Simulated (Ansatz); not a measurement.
Wires are cut from relaxed bulk Sn (Fd-3m, 36.84 Å³/atom, gap on the mesh 0.00 eV); atoms and period are relaxed, and energies count from that bulk. Caps count from half an H2 molecule.

The calculation used Ansatz 0.2.0, DFT PBE, scalar-relativistic, plane waves, PAW.

Cutoff 420 eV, Gaussian smearing of 0.05 eV, energies at zero smearing, symmetry of each start kept, no spin polarisation.

```
                                        start atoms k mesh excess energy (eV per host atom) line energy (eV/Å) period (Å) gap on the mesh (eV) highest filled level or Fermi level under vacuum (eV)
[110] wire, 4 host atoms a period with H caps     10  1×1×12                             0.602               0.511       4.711                  1.74                                                   5.28
[110] wire, 6 host atoms a period with H caps     14  1×1×12                             0.542               0.691       4.706                  1.57                                                   5.18
[110] wire, 7 host atoms a period with H caps     15  1×1×12                             0.493               0.729       4.733                  1.51                                                   5.18
```

Each run keeps its start's symmetry and one magnetic start, so lower states can exist.

Cost: 3 runs of about 9.7 core-minutes in all, on Intel Xeon 6975P-C (Granite Rapids) (shared hosts).